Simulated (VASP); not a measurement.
An input for Quantum ESPRESSO's pw.x (written as the equivalent of a VASP run, and not itself run):

```
&CONTROL
  calculation = 'vc-relax'
  pseudo_dir = './pseudo'
  outdir = './out'
  tprnfor = .true.
  tstress = .true.
  nstep = 60
  forc_conv_thr = 0.00039
/
&SYSTEM
  ibrav = 0
  nat = 2
  ntyp = 2
  ecutwfc = 80
  occupations = 'smearing'
  smearing = 'gaussian'
  degauss = 0.003675
  input_dft = 'vdw-df2-b86r'
/
&ELECTRONS
  conv_thr = 7.3e-08
  electron_maxstep = 100
/
&IONS
/
&CELL
/
ATOMIC_SPECIES
  Al 26.982 Al.upf
  Sb 121.760 Sb.upf
CELL_PARAMETERS angstrom
     0.0000000    3.0700000    3.0700000
     3.0700000    0.0000000    3.0700000
     3.0700000    3.0700000    0.0000000
ATOMIC_POSITIONS crystal
  Al   0.0000000  0.0000000  0.0000000
  Sb   0.2500000  0.2500000  0.2500000
K_POINTS automatic
  7 7 7 0 0 0
```

Question: Translate this input to VASP (INCAR, KPOINTS, POSCAR, choice of POTCAR).

Answer: This is not unique; one that fits is 
KPOINTS:
```
Automatic mesh
0
Gamma
7 7 7
0 0 0
```

### POSCAR
```
AlSb
1.0
  0.0000000000   3.0700000000   3.0700000000
  3.0700000000   0.0000000000   3.0700000000
  3.0700000000   3.0700000000   0.0000000000
Al Sb
1 1
Cart
  0.0000000000   0.0000000000   0.0000000000
  1.5350000000   1.5350000000   1.5350000000
```

### INCAR
```
AGGAC  =  0.0
ALGO  =  Normal
EDIFF  =  1E-6
EDIFFG  =  -0.01
ENCUT  =  520
GGA  =  MK
IBRION  =  2
ISIF  =  3
ISMEAR  =  0
LASPH  =  .True.
LCHARG  =  .False.
LMAXMIX  =  4
LREAL  =  .False.
LUSE_VDW  =  .True.
LWAVE  =  .False.
NELM  =  100
NSW  =  60
PARAM1  =  0.1234568
PARAM2  =  0.7114
PREC  =  Accurate
SIGMA  =  0.05
SYSTEM  =  AlSb
ZAB_VDW  =  -1.8867
```

POTCAR, in this order: Al Sb (PBE.64 set). Program: vasp_std.

What does not carry over: the potentials are each code's own (VASP's PAW set, PseudoDojo norm-conserving files in pw.x), so ENCUT and ecutwfc are chosen apart and not converted; conv_thr bounds pw.x's estimated SCF error, while EDIFF bounds the energy change between steps; forc_conv_thr acts on force components and is met together with etot_conv_thr.

The compound is AlSb in the zinc blende structure. This run relaxes it. Symmetry was kept, so distortions that lower it aren't found.
